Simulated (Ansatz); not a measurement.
# Sc7TiN8: the cost of one run

All numbers below are computed with Ansatz 0.2.0 (DFT PBE, scalar-relativistic, plane waves, PAW).

## Step 1: Starting point

The cell holds 16 atoms (N8Sc7Ti): a = 6.448 Å, b = 6.448 Å, c = 6.448 Å, α = 60.00°, β = 60.00°, γ = 60.00°.

The sites of an ideal rock salt lattice, at a guessed lattice constant, take 7 Sc, 1 Ti; 8 N (sublattices apart by semicolons), with a shake of 0.02 Å. Warren-Cowley parameters of the first shell (negative: unlike neighbours preferred): Sc-Ti -0.14. In a cell this small the draw can fall short of the order aimed at.

Structure file:

```
N Sc Ti
1.0
    -4.55935    4.55935    0.00000
    -4.55935    0.00000    4.55935
     0.00000    4.55935    4.55935
N Sc Ti
8 7 1
Direct
  0.74903 0.75238 0.75092
  0.24821 0.74774 0.75384
  0.75277 0.24474 0.75377
  0.75445 0.75267 0.24480
  0.25319 0.25077 0.74515
  0.24121 0.75049 0.25340
  0.75448 0.24927 0.24685
  0.25635 0.24150 0.24790
  0.49225 0.01067 0.00578
  0.99671 0.49337 0.00734
  0.99988 0.00093 0.50067
  0.49457 0.50553 0.00277
  0.49941 0.00285 0.50362
  0.00671 0.50207 0.49522
  0.49580 0.50488 0.50468
  0.00454 0.99852 0.99766
```

## Step 2: Relaxing on a coarse mesh

A cheap relaxation: coarse mesh, no symmetry, loose thresholds.

The input, input.yaml:

```yaml
crystal:
  lattice:
    - [-4.55935, 4.55935, 0.0]
    - [-4.55935, 0.0, 4.55935]
    - [0.0, 4.55935, 4.55935]
  atoms:
    - { symbol: "N", position: [0.7490292534, 0.7523831879, 0.7509151734] }
    - { symbol: "N", position: [0.2482116246, 0.7477358146, 0.7538431149] }
    - { symbol: "N", position: [0.752768061, 0.2447366113, 0.753773607] }
    - { symbol: "N", position: [0.7544483559, 0.7526661665, 0.2448014135] }
    - { symbol: "N", position: [0.2531870982, 0.2507683789, 0.745147192] }
    - { symbol: "N", position: [0.241205833, 0.750494197, 0.2533969467] }
    - { symbol: "N", position: [0.7544771642, 0.2492730087, 0.2468497826] }
    - { symbol: "N", position: [0.2563533144, 0.2414952612, 0.2479012077] }
    - { symbol: Sc, position: [0.4922526083, 0.0106744184, 0.0057793927] }
    - { symbol: Sc, position: [0.9967118545, 0.4933741128, 0.0073417053] }
    - { symbol: Sc, position: [0.9998779672, 0.0009314406, 0.5006722853] }
    - { symbol: Sc, position: [0.4945669272, 0.5055330675, 0.0027699336] }
    - { symbol: Sc, position: [0.4994068053, 0.0028519797, 0.5036171715] }
    - { symbol: Sc, position: [0.0067079394, 0.5020667596, 0.495216207] }
    - { symbol: Sc, position: [0.4957978762, 0.5048778198, 0.5046795484] }
    - { symbol: Ti, position: [0.0045447655, 0.9985198201, 0.9976597582] }
  symmetry: { detect: false }
basis:
  ecutwfc: 420
kpoints:
  mp_grid: { grid: [3, 3, 3], shift: [0.0, 0.0, 0.0] }
hamiltonian:
  xc: pbe
scf:
  occupations: { method: gaussian, width: 0.1 }
  lower_state_search: "off"
output:
  forces: true
  stress: true
  eigenvalues: true
relax:
  adjacent_minimum: "off"
  f_tol: 0.04
  max_steps: 50
  cell: { stress_tol: 0.3 }
```

On the command line:

```
$ ansatz run input.yaml --threads 4 --pin off --max-ram 9216MiB --backend cpu --events-out ev --progress --plain --runs-dir out
```

Q: Estimate wall time and peak memory on 4 threads of Arm Neoverse V1, shared host.

About 42 s, with a peak of 0.76 GiB.
